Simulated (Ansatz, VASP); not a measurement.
**TiC in VASP and in Ansatz**

```
Ti C
1.0
     0.00000    2.16400    2.16400
     2.16400    0.00000    2.16400
     2.16400    2.16400    0.00000
Ti C
1 1
Direct
  0.00000 0.00000 0.00000
  0.50000 0.50000 0.50000
```

Alike in both runs: task single point; functional PBE; k mesh 8 × 8 × 8; occupations gaussian, width 0.1 eV; no spin polarisation.

```csv
,VASP,Ansatz
version,VASP 6.6.1,Ansatz 0.2.0
potentials or method,"VASP PAW PBE potentials, release 64 (Ti_sv, C)","scalar-relativistic, plane waves, PAW"
plane-wave cutoff (eV),520,420
valence electrons in the cell,16,16
```

```tsv
	VASP	Ansatz	Ansatz less VASP
gap on the k mesh at the Fermi level (eV)	none	none	-
pressure (GPa)	1.1	0.9	-0.17
```

A gap of «none» marks a metal or a gap that the smearing closes. The functional is the same, so the differences come from potentials, cutoffs and numerics.
